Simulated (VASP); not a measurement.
# CaF in VASP: settings compared

The runs below take CaF through relaxation of the atoms, with revPBE, BLYP, PW91.

Program: VASP 6.6.1. These are calculated values, not measurements. Logs are shortened: lines on timing, memory, paths and dates and some standing lists are left out, and cuts for length are marked.

## (1) The sheet as given

The cell holds a sheet with vacuum, 2 atoms: a = 3.725 Å, b = 3.725 Å, c = 25.528 Å, α = 90.00°, β = 90.00°, γ = 120.00°.

The cell was built by a generator and needn't be a form met in nature.

## (2) Relaxation of the atoms, revPBE

The input, INCAR:

```
SYSTEM = CaF
ALGO = Normal
DIPOL = 0.5 0.5 0.294
EDIFF = 1E-6
EDIFFG = -0.005
ENCUT = 520
GGA = RE
IBRION = 2
IDIPOL = 3
ISIF = 2
ISMEAR = -1
LASPH = .TRUE.
LCHARG = .FALSE.
LDIPOL = .TRUE.
LREAL = .FALSE.
LWAVE = .FALSE.
NELM = 80
NSW = 60
PREC = Accurate
SIGMA = 0.05
```

The input, KPOINTS:

```
k-points
0
G
  8 8 1
  0 0 0
```

The input, POSCAR:

```
CaF
1.0
    3.7249700000      0.0000000000      0.0000000000
   -1.8624800000      3.2259200000      0.0000000000
    0.0000000000      0.0000000000     25.5276600000
Ca F
1 1
Selective dynamics
Direct
    0.6666700000      0.3333300000      0.3107600000  F F F
    0.0000000000      0.0000000000      0.2768400000  T T T
```

Potentials or basis: VASP PAW PBE potentials, release 64 (Ca_sv, F).

Run with:

```
cat potpaw_PBE.64/Ca_sv/POTCAR potpaw_PBE.64/F/POTCAR > POTCAR
mpirun -np 1 vasp_std > vasp.out
```

OUTCAR:

```text
SYSTEM = CaF
   EDIFF = 1E-6
   EDIFFG = -0.005
   ENCUT = 520
   GGA = RE
   IBRION = 2
   ISIF = 2
   ISMEAR = -1
   LASPH = .TRUE.
   LREAL = .FALSE.
   NELM = 80
   NSW = 60
   PREC = Accurate

 ion  position               nearest neighbor table
   1  0.667  0.333  0.311-   2 2.32   2 2.32   2 2.32
   2  0.000  0.000  0.277-   1 2.32   1 2.32   1 2.32

  LATTYP: Found a hexagonal cell.
 ALAT       =     3.7249700000
 C/A-ratio  =     6.8531182801

  Lattice vectors:

 A1 = (   3.7249700000,   0.0000000000,   0.0000000000)
 A2 = (  -1.8624800000,   3.2259200000,   0.0000000000)
 A3 = (   0.0000000000,   0.0000000000,  25.5276600000)

Analysis of symmetry for initial positions (statically):
=====================================================================
 Subroutine PRICEL returns:
 Original cell was already a primitive cell.

 Routine SETGRP: Setting up the symmetry group for a
 hexagonal supercell.

 Subroutine GETGRP returns: Found  2 space group operations
 (whereof  2 operations were pure point group operations)
 out of a pool of 24 trial point group operations.

The static configuration has the point symmetry C_1h.

Analysis of symmetry for dynamics (positions and initial velocities):
=====================================================================
 Subroutine PRICEL returns:
 Original cell was already a primitive cell.

 Routine SETGRP: Setting up the symmetry group for a
 hexagonal supercell.

 Subroutine GETGRP returns: Found  2 space group operations
 (whereof  2 operations were pure point group operations)
 out of a pool of 24 trial point group operations.

The dynamic configuration has the point symmetry C_1h.

Analysis of constrained symmetry for selective dynamics:
=====================================================================
 Subroutine PRICEL returns:
 Original cell was already a primitive cell.

 Routine SETGRP: Setting up the symmetry group for a
 hexagonal supercell.

 Subroutine GETGRP returns: Found  2 space group operations
 (whereof  2 operations were pure point group operations)
 out of a pool of 24 trial point group operations.

The constrained configuration has the point symmetry C_1h.

 Subroutine INISYM returns: Found  2 space group operations
 (whereof  2 operations are pure point group operations),
 and found     1 'primitive' translations

----------------------------------------------------------------------------------------

                                     Primitive cell

  volume of cell :     306.7520

  direct lattice vectors                    reciprocal lattice vectors
     3.724970000  0.000000000  0.000000000     0.268458538  0.154994128  0.000000000
    -1.862480000  3.225920000  0.000000000     0.000000000  0.309989088  0.000000000
     0.000000000  0.000000000 25.527660000     0.000000000  0.000000000  0.039173195

  length of vectors
     3.724970000  3.724968671 25.527660000     0.309988978  0.309989088  0.039173195

  position of ions in fractional coordinates (direct lattice)
     0.666670000  0.333330000  0.310760000
     0.000000000  0.000000000  0.276840000

  ion indices of the primitive-cell ions
   primitive index   ion index
                 1           1
                 2           2

----------------------------------------------------------------------------------------

 KPOINTS: k-points

Automatic generation of k-mesh.
 Grid dimensions read from file:
 generate k-points for:    8    8    1

 Generating k-lattice:

  Cartesian coordinates                     Fractional coordinates (reciprocal lattice)
     0.033557317  0.019374266  0.000000000     0.125000000  0.000000000  0.000000000
     0.000000000  0.038748636  0.000000000     0.000000000  0.125000000  0.000000000
     0.000000000  0.000000000  0.039173195     0.000000000  0.000000000  1.000000000

  Length of vectors
     0.038748622  0.038748636  0.039173195

  Shift w.r.t. Gamma in fractional coordinates (k-lattice)
     0.000000000  0.000000000  0.000000000

 Subroutine IBZKPT returns following result:
 ===========================================

 Found     21 irreducible k-points:

 Following reciprocal coordinates:
            Coordinates               Weight
  0.000000  0.000000  0.000000      1.000000
  0.125000  0.000000  0.000000      4.000000
 -0.125000  0.125000  0.000000      2.000000
  0.250000  0.000000  0.000000      4.000000
 -0.250000  0.250000  0.000000      2.000000
  0.375000  0.000000  0.000000      4.000000
[... 13 lines left out ...]
  0.375000  0.250000  0.000000      4.000000
  0.375000  0.375000  0.000000      2.000000
   k-points           NKPTS =     21   k-points in BZ     NKDIM =     21   number of bands    NBANDS=     12
   number of dos      NEDOS =    301   number of ions     NIONS =      2
   total plane-waves  NPLWV = 150528
   dimension x,y,z NGX =    28 NGY =   28 NGZ =  192
   dimension x,y,z NGXF=    56 NGYF=   56 NGZF=  384
   ions per type =               1   1
   NGX,Y,Z   is equivalent  to a cutoff of  12.50, 12.50, 12.50 a.u.
   NGXF,Y,Z  is equivalent  to a cutoff of  24.99, 24.99, 25.01 a.u.
 SYSTEM =  CaF
   PREC   = accura    normal or accurate (medium, high low for compatibility)
   ISTART =      0    job   : 0-new  1-cont  2-samecut
   ICHARG =      2    charge: 1-file 2-atom 10-const
   ISPIN  =      1    spin polarized calculation?
   LNONCOLLINEAR =      F non collinear calculations
   LSORBIT =      F    spin-orbit coupling
   LASPH  =      T    aspherical Exc in radial PAW
   ENCUT  =  520.0 eV  38.22 Ry    6.18 a.u.   6.93  6.93 47.46*2*pi/ulx,y,z
   NELM   =     80;   NELMIN=  2; NELMDL= -5     # of ELM steps
   EDIFF  = 0.1E-05   stopping-criterion for ELM
   LREAL  =      F    real-space projection
   EDIFFG = -.5E-02   stopping-criterion for IOM
   NSW    =     60    number of steps for IOM
   IBRION =      2    ionic relax: 0-MD 1-quasi-New 2-CG
   NFREE  =      1    steps in history (QN), initial steepest desc. (CG)
   ISIF   =      2    stress and relaxation
   ISYM   =      2    0-nonsym 1-usesym 2-fastsym
   POTIM  = 0.5000    time-step for ionic-motion
   TEBEG  =    0.0;   TEEND  =   0.0 temperature during run
   PSTRESS=    0.0 pullay stress
   NELECT =      17.0000    total number of electrons
   NUPDOWN=      -1.0000    fix difference up-down
   EMIN   =  10.00;   EMAX   =-10.00  energy-range for DOS
   EFERMI =   0.00;   METHOD = LEGACY
   ISMEAR =    -1;   SIGMA  =   0.05  broadening in eV -4-tet -1-fermi 0-gaus
   EFERMI_NEDOS =   21; number of points for ismear=-14 and -15
   IALGO  =     38    algorithm
   IMIX   =      4    mixing-type and parameters
     AMIX     =   0.40;   BMIX     =  1.00
     AMIX_MAG =   1.60;   BMIX_MAG =  1.00
  volume/ion in A,a.u.               =     153.38      1035.03
  Fermi-wavevector in a.u.,A,eV,Ry     =   0.624159  1.179490  5.300485  0.389575
  Thomas-Fermi vector in A             =   1.684619
   LORBIT       =      0    0 simple, 1 ext, 2 COOP (PROOUT), +10 PAW based schemes
   GGA     = RE    functional components
   LHFCALC =     F    Hartree Fock is set to
   AEXX    =    0.0000 exact exchange contribution
   IVDW    =     0    specifies the selected vdW correction
   LEPSILON=     F    determine dielectric tensor
   LRPA    =     F    only Hartree local field effects (RPA)
 conjugate gradient relaxation of ions
 non-spin polarized calculation
  energy-cutoff  :      520.00
  volume of cell :      306.75
 maximum number of plane-waves:      8291
   NGX = 13   NGY = 13   NGZ = 95

 dipolmoment           0.000000      0.000000     -0.010664 electrons x Angstroem

--------------------------------------- Ionic step        1  -------------------------------------------

 number of electron      17.0000005 magnetization

 Free energy of the ion-electron system (eV)
  ---------------------------------------------------
  ext. energy  EPLUGINS =         0.00000000
  ---------------------------------------------------
  free energy    TOTEN  =        -8.24363182 eV

  energy without entropy =       -8.23503091  energy(sigma->0) =       -8.23933137

------------------------ aborting loop because EDIFF is reached ----------------------------------------

  FORCE on cell =-STRESS in cart. coord.  units (eV):
  Direction    XX          YY          ZZ          XY          YZ          ZX
  --------------------------------------------------------------------------------------
  -------------------------------------------------------------------------------------
  Total        0.5063133      0.5062261      0.1274447     -0.0000751      0.0000176     -0.0000305
  in kB        2.6444937      2.6440382      0.6656484     -0.0003923      0.0000920     -0.0001594
  external PRESSURE =       1.9847268 kB  Pullay stress =       0.0000000 kB
[... 129 lines left out ...]
  energy  without entropy=       -8.2415661945  energy(sigma->0) =       -8.24547885

--------------------------------------- Ionic step        5  -------------------------------------------

 number of electron      17.0000005 magnetization

 dipolmoment           0.000000      0.000000      0.094055 electrons x Angstroem

 Free energy of the ion-electron system (eV)
  ---------------------------------------------------
  ext. energy  EPLUGINS =         0.00000000
  ---------------------------------------------------
  free energy    TOTEN  =        -8.25074086 eV

  energy without entropy =       -8.24270146  energy(sigma->0) =       -8.24672116

 E-fermi :  -2.0694     XC(G=0):  -1.8010

 val. band max:       -2.2421947574   @ k =   0.2500   0.1250   0.0000
 cond. band min:      -2.0059626798   @ k =  -0.3750   0.3750   0.0000
 fundamental gap:      0.2362320776
 Fermi energy:        -2.0693701406

 k-point     1 :       0.0000    0.0000    0.0000
  band No.  band energies     occupation
      1     -45.0572      2.00000
      2     -27.7964      2.00000
      3     -25.9027      2.00000
      4     -25.9027      2.00000
      5     -25.8292      2.00000
      6      -9.2549      2.00000
      7      -9.2549      2.00000
      8      -9.1661      2.00000
      9      -3.6275      2.00000
     10      -0.8929      0.00000
     11      -0.3780      0.00000
     12       0.4763      0.00000
[... 286 lines left out ...]
 k-point    21 :       0.3750    0.3750    0.0000
  band No.  band energies     occupation
      1     -45.0323      2.00000
      2     -28.0251      2.00000
      3     -26.0259      2.00000
      4     -26.0073      2.00000
      5     -25.5457      2.00000
      6      -9.3877      2.00000
      7      -9.2455      2.00000
      8      -8.8962      2.00000
      9      -1.6830      0.00088
     10      -0.7164      0.00000
     11       0.1118      0.00000
     12       0.3022      0.00000

------------------------ aborting loop because EDIFF is reached ----------------------------------------

 vacuum level on the upper side and lower side of the slab       (xc-potential included)         0.525        -0.719

  FORCE on cell =-STRESS in cart. coord.  units (eV):
  Direction    XX          YY          ZZ          XY          YZ          ZX
  --------------------------------------------------------------------------------------
  -------------------------------------------------------------------------------------
  Total        0.1810592      0.1809989     -0.0448090     -0.0000521      0.0000074     -0.0000128
  in kB        0.9456790      0.9453642     -0.2340391     -0.0002719      0.0000385     -0.0000666
  external PRESSURE =       0.5523347 kB  Pullay stress =       0.0000000 kB

 VOLUME and BASIS-vectors are now :
 -----------------------------------------------------------------------------
  energy-cutoff  :      520.00
  volume of cell :      306.75
      direct lattice vectors                 reciprocal lattice vectors
     3.724970000  0.000000000  0.000000000     0.268458538  0.154994128  0.000000000
    -1.862480000  3.225920000  0.000000000     0.000000000  0.309989088  0.000000000
     0.000000000  0.000000000 25.527660000     0.000000000  0.000000000  0.039173195
[... 8 lines left out ...]
  FREE ENERGIE OF THE ION-ELECTRON SYSTEM (eV)
  ---------------------------------------------------
  free  energy   TOTEN  =        -8.2507408581 eV

  energy  without entropy=       -8.2427014554  energy(sigma->0) =       -8.24672116

 reached required accuracy - stopping structural energy minimisation

 vacuum level on the upper side and lower side of the slab         1.610         0.320
```

Wall time 5.7 min (1 thread of Intel Xeon Platinum 8488C (Sapphire Rapids), shared host); peak memory 0.45 GiB.

Results:

- Free energy: -8.2507 eV
- Energy gained by relaxing: 3.6 meV/atom
- Ionic steps: 5
- Band gap on the k mesh: none (metal or under the smearing width)

Step by step:
```csv
step,energy change (eV),largest force (eV/Å),pressure (GPa)
1,0.0000,0.2011,0.20
2,-0.0018,0.1746,0.17
3,-0.0057,0.0934,0.12
4,-0.0058,0.0939,-0.01
5,-0.0071,0.0015,0.06
```

Final structure:
```xyz
2
Lattice="3.7250 0.0000 0.0000 -1.8625 3.2259 0.0000 0.0000 0.0000 25.5277" Properties=species:S:1:pos:R:3 pbc="T T T"
Ca    1.8625    1.0753    7.9330
F    -1.8625    3.2259    6.9993
```

Caveat: the PAW data sets were made with another functional, which shifts forces and pressure a little; an odd number of electrons without spin polarisation forces a metal; a magnetic or distorted state may lie lower.

## (3) Relaxation of the atoms, BLYP

Edit INCAR of step 2 so:

```diff
@@ -1,2 +1,6 @@
 SYSTEM = CaF
+AGGAC = 1.0
+AGGAX = 1.0
+ALDAC = 0.0
+ALDAX = 1.0
 ALGO = Normal
@@ -6,3 +10,3 @@
 ENCUT = 520
-GGA = RE
+GGA = B5
 IBRION = 2
```

KPOINTS is that of step 2.

POSCAR is that of step 2.

Potentials or basis: VASP PAW PBE potentials, release 64 (Ca_sv, F).

Run with:

```
cat potpaw_PBE.64/Ca_sv/POTCAR potpaw_PBE.64/F/POTCAR > POTCAR
mpirun -np 1 vasp_std > vasp.out
```

Run time: 15 min. Hardware: 1 thread of Intel Xeon Platinum 8488C (Sapphire Rapids), shared host; peak memory 0.45 GiB.

It converged, with:

| Property | Result |
| --- | --- |
| Free energy | -8.3025 eV |
| Energy gained by relaxing | 0.1 meV/atom |
| Ionic steps | 5 |
| Band gap on the k mesh | none (metal or under the smearing width) |

Step by step:
```
step  energy change (eV)  largest force (eV/Å)  pressure (GPa)
   1              0.0000                0.0207            0.11
   2             -0.0001                0.0179            0.11
   3             -0.0001                0.0104            0.10
   4             -0.0001                0.0050            0.08
   5             -0.0001                0.0004            0.09
```

Final structure:
```cif
data_structure
_symmetry_space_group_name_H-M 'P 1'
_symmetry_Int_Tables_number 1
_cell_length_a 3.7250
_cell_length_b 3.7250
_cell_length_c 25.5277
_cell_angle_alpha 90.000
_cell_angle_beta 90.000
_cell_angle_gamma 120.000
_cell_volume 306.75
loop_
_atom_site_label
_atom_site_type_symbol
_atom_site_fract_x
_atom_site_fract_y
_atom_site_fract_z
_atom_site_occupancy
Ca1 Ca 0.66667 0.33333 0.31076 1
F1 F 0.00000 0.00000 0.27652 1
```

Levels at points of the mesh, in eV from the Fermi level:
```
           k point  band 5  band 6  band 7  band 8  band 9  band 10  band 11  band 12
(0.00, 0.00, 0.00)  -23.78   -7.54   -7.54   -7.40   -1.57     1.03     1.56     2.37
(0.50, 0.00, 0.00)  -23.51   -7.76   -7.41   -7.14    0.33     1.04     1.77     2.74
(0.50, 0.50, 0.00)  -23.51   -7.76   -7.41   -7.14    0.33     1.04     1.77     2.74
```

Caveat: the PAW data sets were made with another functional, which shifts forces and pressure a little; an odd number of electrons without spin polarisation forces a metal; a magnetic or distorted state may lie lower.

## (4) Relaxation of the atoms, PW91

Edit INCAR of step 3 so:

```diff
@@ -1,6 +1,2 @@
 SYSTEM = CaF
-AGGAC = 1.0
-AGGAX = 1.0
-ALDAC = 0.0
-ALDAX = 1.0
 ALGO = Normal
@@ -10,3 +6,3 @@
 ENCUT = 520
-GGA = B5
+GGA = 91
 IBRION = 2
```

KPOINTS is that of step 3.

POSCAR is that of step 3.

Run with:

```
cat potpaw_PBE.64/Ca_sv/POTCAR potpaw_PBE.64/F/POTCAR > POTCAR
mpirun -np 1 vasp_std > vasp.out
```

Wall time 2.6 min (1 thread of Intel Xeon Platinum 8488C (Sapphire Rapids), shared host); peak memory 0.45 GiB.

It converged, with:

```
Free energy               : -8.7395 eV
Energy gained by relaxing : 0.0 meV/atom
Ionic steps               : 3
Band gap on the k mesh    : none (metal or under the smearing width)
```

Final structure:
```cif
data_structure
_symmetry_space_group_name_H-M 'P 1'
_symmetry_Int_Tables_number 1
_cell_length_a 3.7250
_cell_length_b 3.7250
_cell_length_c 25.5277
_cell_angle_alpha 90.000
_cell_angle_beta 90.000
_cell_angle_gamma 120.000
_cell_volume 306.75
loop_
_atom_site_label
_atom_site_type_symbol
_atom_site_fract_x
_atom_site_fract_y
_atom_site_fract_z
_atom_site_occupancy
Ca1 Ca 0.66667 0.33333 0.31076 1
F1 F 0.00000 0.00000 0.27678 1
```

Levels at points of the mesh, in eV from the Fermi level:
```tsv
k point	band 6	band 7	band 8	band 9	band 10	band 11
(0.00, 0.00, 0.00)	-7.49	-7.49	-7.34	-1.58	0.98	1.59
(0.50, 0.00, 0.00)	-7.71	-7.35	-7.08	0.35	1.08	1.92
(0.50, 0.50, 0.00)	-7.71	-7.35	-7.08	0.35	1.08	1.92
```

Caveat: the PAW data sets were made with another functional, which shifts forces and pressure a little; an odd number of electrons without spin polarisation forces a metal; a magnetic or distorted state may lie lower.

## (5) For comparison

An earlier run on the cell as given: functional PBE; potentials or basis VASP PAW PBE potentials, release 64 (Ca_sv, F); cutoff 520 eV; k mesh 8 × 8 × 1; occupations fermi-dirac, width 0.05 eV; no spin polarisation.

* Largest force: 0.031 eV/Å
* Band gap on the k mesh: none (metal or under the smearing width)

## (6) Summary

| task | level | cell | atoms held fixed (from 0) | gap on the mesh (eV) |
| --- | --- | --- | --- | --- |
| relaxation of the atoms | revPBE | atoms relaxed | [0] | none |
| relaxation of the atoms | BLYP | atoms relaxed | [0] | none |
| relaxation of the atoms | PW91 | atoms relaxed | [0] | none |
| single point | PBE | as given | - | none |

Alike in all rows: potentials or basis VASP PAW PBE potentials, release 64 (Ca_sv, F); no spin polarisation; k mesh 8 × 8 × 1; cutoff (eV) 520; smearing fermi-dirac 0.05 eV.

Caveats: an odd number of electrons without spin polarisation forces a metal; a magnetic or distorted state may lie lower; the PAW data sets were made with another functional, which shifts forces and pressure a little (some runs).

Total energies depend on the potentials used, so only differences within one code and one set of settings carry meaning.
